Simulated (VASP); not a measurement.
KBr, 4 atoms in the cell. It takes space group P6_3/mmc (No. 194, hexagonal). Conventional cell: a = 5.619 Å, b = 5.619 Å, c = 6.554 Å, α = 90.00°, β = 90.00°, γ = 120.00°. Around K (site symmetry -6m2) lie 5 Br at 3.24 to 3.28 Å. Around Br (site symmetry -6m2) lie 5 K at 3.24 to 3.28 Å. The cell was built by a generator and needn't be a form met in nature.

```yaml
Program: VASP 6.6.1
Task: single point
Functional: PBE
Potentials_or_basis: VASP PAW PBE potentials, release 64 (K_sv, Br)
Cutoff: 520 eV
k_mesh: 6 × 6 × 4
Occupations: fermi-dirac, width 0.02 eV
Spin: no spin polarisation
Dipole_correction: no
Further_INCAR_settings: ALGO = Fast; EDIFF = 1e-06; NBANDS = 24
```

Potentials or basis: VASP PAW PBE potentials, release 64 (K_sv, Br).

Launch:

```console
$ cat potpaw_PBE.64/K_sv/POTCAR potpaw_PBE.64/Br/POTCAR > POTCAR
$ mpirun -np 1 vasp_std > vasp.out
```

Hardware: 1 thread of Intel(R) Xeon(R) Platinum 8259CL CPU @ 2.50GHz (Skylake/Cascade Lake), on a shared host.

Question: Estimate the wall time of this run.

Answer: Run time: 2.1 min on 1 thread of Intel(R) Xeon(R) Platinum 8259CL CPU @ 2.50GHz (Skylake/Cascade Lake) (shared host), peak memory 0.31 GiB. Counts: scf iterations 18, k points 21.
